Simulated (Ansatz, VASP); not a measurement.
Two plane-wave programs on SiC

```xyz
4
Lattice="3.0163 0.0000 0.0000 -1.5081 2.6122 0.0000 0.0000 0.0000 4.9483" Properties=species:S:1:pos:R:3 pbc="T T T"
Si    0.0000    1.7414    0.0228
Si    1.5081    0.8707    2.4970
C     0.0000    1.7414    1.8822
C     1.5081    0.8707    4.3564
```

Alike in both runs: functional r2SCAN; k mesh 8 × 8 × 6; no spin polarisation.

Ansatz relaxed the structure, and its values are those at the end. VASP's run is a single point on that final structure, the one shown.

|  | VASP | Ansatz |
| --- | --- | --- |
| version | VASP 6.6.1 | Ansatz 0.2.0 |
| potentials or method | VASP PAW PBE potentials, release 64 (Si, C) | PAW with Ansatz's default frozen-core files, scalar-relativistic |
| plane-wave cutoff (eV) | 520 | 500 |
| occupations | gaussian, width 0.01 eV | fixed |
| valence electrons in the cell | 16 | 16 |

Ansatz gave:

```
gap on the k mesh at the Fermi level (eV) : 2.84
pressure (GPa)                            : 15.0
```

Q: Which values does VASP return?

A: gap on the k mesh at the Fermi level (eV): 2.85; pressure (GPa): 14.8.

Caveats: the PAW data sets were made with another functional, which shifts forces and pressure a little (VASP). A k mesh can miss the band edges.
